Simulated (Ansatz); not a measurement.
**Stiffness of HgTe from strained cells**

```xyz
2
Lattice="0.0000 2.9215 2.9215 2.9215 0.0000 2.9215 2.9215 2.9215 0.0000" Properties=species:S:1:pos:R:3 pbc="T T T"
Hg    0.0000    0.0000    0.0000
Te    2.9215    2.9215    2.9215
```

Atom numbers follow the list: Hg1, Te2.

The cell is COD entry 1538296, as deposited and not checked against the literature; nothing was relaxed.

No spin–orbit coupling, which matters for the heavy atoms here.

Theory: DFT, LDA, all-electron LAPW, scalar-relativistic (Ansatz 0.2.0).

Settings: a Γ-centred 10×10×10 k mesh, Fermi–Dirac smearing of 0.08 eV, basis error target 1 meV/atom, no spin polarisation.

The unstrained cell is at 3.85 GPa. Large strains and very small stresses are left out. Each strain is applied once, with fractional coordinates held (clamped ions), and σ below is the change of stress, positive in tension. One finite strain gives stress–strain coefficients at this pressure with an error of the order of the strain times third-order constants, a few per cent for each per cent of strain. In a metal the k mesh adds noise of tens of per cent to soft shears.

Question: Estimate the stiffness probed by this change, and the stress that it gives: equal xy, yz and zx engineering shear strains of +1 %.

Answer: σxy = 0.20 GPa and γxy = 2εxy = 0.0100, so C44 (clamped ions) = σxy/γxy = 20 GPa.

Question: Estimate the stiffness probed by this change, and the stress that it gives: equal xy, yz and zx engineering shear strains of -1 %.

Answer: σxy = -0.19 GPa and γxy = 2εxy = -0.0100, so C44 (clamped ions) = σxy/γxy = 19 GPa.
